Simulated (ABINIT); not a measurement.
Crystal: BP.

```
P B
1.0
     0.00000    2.26900    2.26900
     2.26900    0.00000    2.26900
     2.26900    2.26900    0.00000
P B
1 1
Direct
  0.75000 0.75000 0.75000
  0.00000 0.00000 0.00000
```

Program: ABINIT 10.8.3 (patched build). Alike in all runs: task single point; level HSE06; potentials or basis SG15 NC PBE v1.2; no spin polarisation; cell as given; k mesh 6 × 6 × 6; cutoff (eV) 599; smearing fermi-dirac 0.05 eV.

Q: Order these runs on this cell by their band gap on the k mesh, lowest first.
A. share of exact exchange 0.25
B. share of exact exchange 0.15
C. share of exact exchange 0.05
D. share of exact exchange 0.35
E. share of exact exchange 0.5

A: C (1.60 eV), B (1.98 eV), A (2.37 eV), D (2.76 eV), E (3.36 eV).

Caveats: exact exchange is summed on a coarse mesh, which widens gaps by tenths of an eV; Libxc's HSE differs a little from that of other programs.

A k mesh can miss the band edges.
